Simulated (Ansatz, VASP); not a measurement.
One calculation of Pd, two programs

```xyz
1
Lattice="-0.2053 1.8479 1.8479 1.8479 -0.2053 1.8479 1.8479 1.8479 -0.2053" Properties=species:S:1:pos:R:3 pbc="T T T"
Pd    0.0000    0.0000    0.0000
```

Alike in both runs: task single point; functional PBEsol; k mesh 24 × 24 × 24; occupations gaussian, width 0.15 eV; no spin polarisation.

|  | VASP | Ansatz |
| --- | --- | --- |
| version | VASP 6.6.1 | Ansatz 0.2.0 |
| potentials or method | VASP PAW PBE potentials, release 64 (Pd) | scalar-relativistic, plane waves, PAW |
| plane-wave cutoff (eV) | 520 | 420 |
| valence electrons in the cell | 10 | 18 |

```tsv
	VASP	Ansatz	Ansatz less VASP
gap on the k mesh at the Fermi level (eV)	none	none	-
pressure (GPa)	2.4	2.7	+0.38
largest component of the traceless stress (GPa)	7.24	7.32	+0.083
```

A gap of «none» marks a metal or a gap that the smearing closes. With one functional, cell and mesh, what is left measures potentials, basis and numerics. The two sets of potentials don't hold the same shells in valence.

Caveats: the PAW data sets were made with another functional, which shifts forces and pressure a little (VASP).
